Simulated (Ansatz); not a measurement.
Runs of Ansatz 0.2.0 on PbS (Galena). The structure is cubic, space group Fm-3m (No. 225). Conventional cell: a = 5.931 Å, b = 5.931 Å, c = 5.931 Å, α = 90.00°, β = 90.00°, γ = 90.00°. Around Pb (site symmetry m-3m) lie 6 S at 2.97 Å. S (site symmetry m-3m) has 6 Pb at 2.97 Å as nearest neighbours. 

| task | level | potentials or basis | cell | k mesh | cutoff (eV) | gap on the mesh (eV) | pressure (GPa) | V0 of scaled cells (Å³/atom) | relaxed volume (Å³/atom) | B0 (GPa) |
| --- | --- | --- | --- | --- | --- | --- | --- | --- | --- | --- |
| equation of state | PBE | Ansatz PAW accurate | as given | 8 × 8 × 8 | 700 | - | - | (c) | - | 53 |
| relaxation of cell and atoms | r2SCAN+D4 | Ansatz PAW | relaxed | 8 × 8 × 8 | 500 | 0.65 | 0.0 | - | (a) | - |
| equation of state | PBE | PseudoDojo stringent | as given | 8 × 8 × 8 | 1197 | - | - | 27.09 | - | 53 |
| relaxation of cell and atoms | RPBE+D3(BJ) | Ansatz PAW | relaxed | 8 × 8 × 8 | 420 | - | 0.0 | - | 21.74 | - |
| single point | PBE | Ansatz PAW | as given | 6 × 6 × 6 | 420 | 0.36 | (b) | - | - | - |
| relaxation of cell and atoms | revPBE | Ansatz PAW | relaxed | 8 × 8 × 8 | 420 | 0.65 | 0.0 | - | 27.84 | - |
| relaxation of cell and atoms | BLYP+D3(BJ) | Ansatz PAW | relaxed | 8 × 8 × 8 | 420 | 0.55 | 0.0 | - | 26.55 | - |

Alike in all rows: no spin polarisation; smearing fermi-dirac 0.05 eV.

Q: Estimate the missing entries.

A: (a) 26.35; (b) 2.2; (c) 27.13.

Caveats: the plane-wave basis is chosen anew once the cell has moved, so the energies of steps on either side of that aren't comparable (some runs); spin-orbit coupling is left out, which as a rule narrows the gap of such compounds by several tenths of an eV (some runs); the PAW data sets come from PBE, with cores solved anew for the run's functional, which leaves a small shift of forces and pressure (some runs); the volume moved by over 15 % at a fixed basis, so the end points are rough (some runs); the volume moved by -17 % from the deposited cell, more than functionals usually miss (some runs).

A k mesh can miss the band edges, and the runs leave out spin-orbit coupling on Pb.
